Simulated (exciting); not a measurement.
# Er (Im-3m) in exciting: density of states with AM05

Aim: the density of states of Er with AM05.

All numbers are computed with exciting (release sodium); they aren't measurements. Logs are shortened: lines on timing, memory, paths and dates and some standing lists are left out, and cuts for length are marked.

## (1) The crystal as given

It takes space group Im-3m (No. 229, cubic). Conventional cell: a = 3.956 Å, b = 3.956 Å, c = 3.956 Å, α = 90.00°, β = 90.00°, γ = 90.00°. Er (site symmetry m-3m) is surrounded by 8 Er at 3.43 Å.

This isn't the form of Er at room conditions, which is hcp.

## (2) Density of states, AM05, collinear spin, ferromagnetic start

Contents of input.xml:

```xml
<input>
  <title>Er</title>
  <structure speciespath="./" tshift="false">
    <crystal scale="1.88972612463">
      <basevect>-1.977938457500 1.977938457500 1.977938457500</basevect>
      <basevect>1.977938457500 -1.977938457500 1.977938457500</basevect>
      <basevect>1.977938457500 1.977938457500 -1.977938457500</basevect>
    </crystal>
    <species speciesfile="Er.xml" rmt="2.3">
      <atom coord="0.000000000000 0.000000000000 0.000000000000" bfcmt="0 0 -8"/>
    </species>
  </structure>
  <groundstate do="fromscratch" ngridk="9 9 9" rgkmax="8.5" gmaxvr="14" lmaxapw="10" lmaxmat="10" lmaxvr="6" stype="Fermi Dirac" swidth="0.00499791" nempty="22" ValenceRelativity="iora*" epsengy="1e-05" epspot="1e-05" maxscl="90" outputlevel="normal" lmaxinr="1">
    <libxc exchange="XC_GGA_X_AM05" correlation="XC_GGA_C_AM05"/>
    <spin reducebf="0.5"/>
  </groundstate>
  <properties>
    <dos nwdos="300" winddos="-0.8 0.6" inttype="tetra" ngrdos="100" nsmdos="0" lmirep="true"/>
    <chargedensityplot>
      <plot3d>
        <box grid="18 18 18">
          <origin coord="0 0 0"/>
          <point coord="1 0 0"/>
          <point coord="0 1 0"/>
          <point coord="0 0 1"/>
        </box>
      </plot3d>
    </chargedensityplot>
    <elfplot>
      <plot3d>
        <box grid="18 18 18">
          <origin coord="0 0 0"/>
          <point coord="1 0 0"/>
          <point coord="0 1 0"/>
          <point coord="0 0 1"/>
        </box>
      </plot3d>
    </elfplot>
    <exccplot>
      <plot3d>
        <box grid="18 18 18">
          <origin coord="0 0 0"/>
          <point coord="1 0 0"/>
          <point coord="0 1 0"/>
          <point coord="0 0 1"/>
        </box>
      </plot3d>
    </exccplot>
  </properties>
</input>
```

Potentials or basis: all-electron LAPW+lo, shipped species files, valence relativity iora*.

Run with:

```bash
> OMP_NUM_THREADS=1 exciting_smp
```

INFO.OUT:

```text
================================================================================
EXCITING SODIUM started
[... 10 lines left out ...]

 Lattice vectors (cartesian) :
     -3.7377619760      3.7377619760      3.7377619760
      3.7377619760     -3.7377619760      3.7377619760
      3.7377619760      3.7377619760     -3.7377619760

 Reciprocal lattice vectors (cartesian) :
     -0.0000000000      0.8405009933      0.8405009933
      0.8405009933     -0.0000000000      0.8405009933
      0.8405009933      0.8405009933     -0.0000000000

 Unit cell volume                           :     208.8790657420
 Brillouin zone volume                      :       1.1875302705

 Species :    1 (Er)
     parameters loaded from                 :    Er.xml
     name                                   :    erbium
     nuclear charge                         :     -68.00000000
     electronic charge                      :      68.00000000
     atomic mass                            :  304896.32800000
     muffin-tin radius                      :       2.30000000
     # of radial points in muffin-tin       :     450

     atomic positions (lattice) :
       1 :   0.00000000  0.00000000  0.00000000

     magnetic fields (cartesian) :
       1 :   0.00000000  0.00000000 -8.00000000

 Total number of atoms per unit cell        :       1

 Spin treatment                             :    spin-polarised
 Global magnetic field (cartesian) :        0.00000000   0.00000000   0.00000000
 collinear magnetisation in z-direction

 Number of Bravais lattice symmetries       :      48
 Number of crystal symmetries               :      48

 k-point grid                               :       9    9    9
 Total number of k-points                   :      35
 k-point set is reduced with crystal symmetries

 R^MT_min * |G+k|_max (rgkmax)              :       8.50000000
 Species with R^MT_min                      :       1 (Er)
 Maximum |G+k| for APW functions            :       3.69565217
 Maximum |G| for potential and density      :      14.00000000

 G-vector grid sizes                        :      30    30    30
 Total number of G-vectors                  :    9693

 Maximum angular momentum used for
     APW functions                          :      10
     computing H and O matrix elements      :      10
     potential and density                  :       6
     inner part of muffin-tin               :       1

 Total nuclear charge                       :     -68.00000000
 Total electronic charge                    :      68.00000000
 Total core charge                          :      46.00000000
 Total valence charge                       :      22.00000000

 Number of empty states                     :      22
 Total number of valence states             :      68

 Maximum Hamiltonian size                   :     204
 Maximum number of plane-waves              :     184
 Total number of local-orbitals             :      20

 Exchange-correlation type                  :     100
     libxc; exchange: Armiento & Mattsson 05; correlation: Armiento & Mattsson 05 (see libxc for references)

 Smearing scheme                            :    Fermi-Dirac
 Smearing width                             :       0.00499791

 Using multisecant Broyden potential mixing
[... 16 lines left out ...]
+ SCF iteration number :    1                                                  +
++++++++++++++++++++++++++++++++++++++++++++++++++++++++++++++++++++++++++++++++
 Total energy                               :    -12886.93668718
 _______________________________________________________________
 Fermi energy                               :         0.36865572
 Kinetic energy                             :     14566.99016513
 Coulomb energy                             :    -27188.02875607
 Exchange energy                            :      -259.56343775
 Correlation energy                         :        -6.33465849
 No external B-field energy in total energy
[... 324 lines left out ...]
 Moments :
     interstitial                           :        -0.06737172
     moment in muffin-tin spheres :
                  atom     1    Er          :         2.32505481
     total moment in muffin-tins            :         2.32505481
     total moment                           :         2.25768309

 RMS change in effective potential (target) :  0.179940E-03  ( 0.100000E-04)
 Absolute change in total energy   (target) :   2.96745      ( 0.100000E-04)
 Charge distance                   (target) :  0.120716E-02  ( 0.100000E-04)

++++++++++++++++++++++++++++++++++++++++++++++++++++++++++++++++++++++++++++++++
[... 13 further cycles ...]
+ SCF iteration number :   24                                                  +
++++++++++++++++++++++++++++++++++++++++++++++++++++++++++++++++++++++++++++++++
 Total energy                               :    -13091.77482773
 _______________________________________________________________
 Fermi energy                               :         0.27575731
 Kinetic energy                             :     14447.81916809
 Coulomb energy                             :    -27268.31063973
 Exchange energy                            :      -264.80799920
 Correlation energy                         :        -6.47535689
 No external B-field energy in total energy
[... 328 lines left out ...]
 Moments :
     interstitial                           :        -0.06966815
     moment in muffin-tin spheres :
                  atom     1    Er          :         2.32388708
     total moment in muffin-tins            :         2.32388708
     total moment                           :         2.25421893

 RMS change in effective potential (target) :  0.323766E-06  ( 0.100000E-04)
 Absolute change in total energy   (target) :  0.520041E-05  ( 0.100000E-04)
 Charge distance                   (target) :  0.216777E-08  ( 0.100000E-04)

++++++++++++++++++++++++++++++++++++++++++++++++++++++++++++++++++++++++++++++++
| Convergency criteria checked for the last 2 iterations                       +
| Convergence targets achieved. Performing final SCF iteration                 +
++++++++++++++++++++++++++++++++++++++++++++++++++++++++++++++++++++++++++++++++
 Total energy                               :    -13091.77480721
 _______________________________________________________________
 Fermi energy                               :         0.27575734
 Kinetic energy                             :     14447.81918108
 Coulomb energy                             :    -27268.31063268
 Exchange energy                            :      -264.80799872
 Correlation energy                         :        -6.47535688
 No external B-field energy in total energy

 DOS at Fermi energy (states/Ha/cell)       :       289.55037442
[... 11 lines left out ...]
 Moments :
     interstitial                           :        -0.06966822
     moment in muffin-tin spheres :
                  atom     1    Er          :         2.32388489
     total moment in muffin-tins            :         2.32388489
     total moment                           :         2.25421667

++++++++++++++++++++++++++++++++++++++++++++++++++++++++++++++++++++++++++++++++
[... 12 lines left out ...]
| EXCITING SODIUM stopped                                                      =
================================================================================
```

WARNINGS.OUT:

```text
Inversion symmetry is present. Consider using input%groundstate%solver%type = "inversionsymmetry"
 Warning (APW_basis_size): Automatic computation of the attribute APWprecision is not possible, because a predefined rgkmax value for the given atomic number 68 does not exist.
```

Wall time 2.9 min (1 thread of AMD EPYC 7R43 (Zen 3), shared host); peak memory 0.09 GiB.

The run converged, but some of its settings lie outside the range that counts as converged (typed here: lmaxinr = 1; lmaxvr = 6), so its numbers aren't taken as properties of the crystal.

Results:

```yaml
Free_energy: -356245.9263 eV
Band_gap_on_the_k_mesh: none (metal or under the smearing width)
Net_moment: 2.25 μB per cell
Site_moments: Er +2.32 μB
All_electrons_inside_the_program's_atomic_spheres: Er 65.35 (radii Er 2.3 bohr)
Density_of_states_at_the_Fermi_level: 10.64 states/eV per cell
```

Caveat: the magnetic or orbital state may not be the lowest; the log's total energy holds no entropy term; the free energy is that total less TS from the occupations; spin-orbit coupling is left out, which moves the levels of the heavy elements.
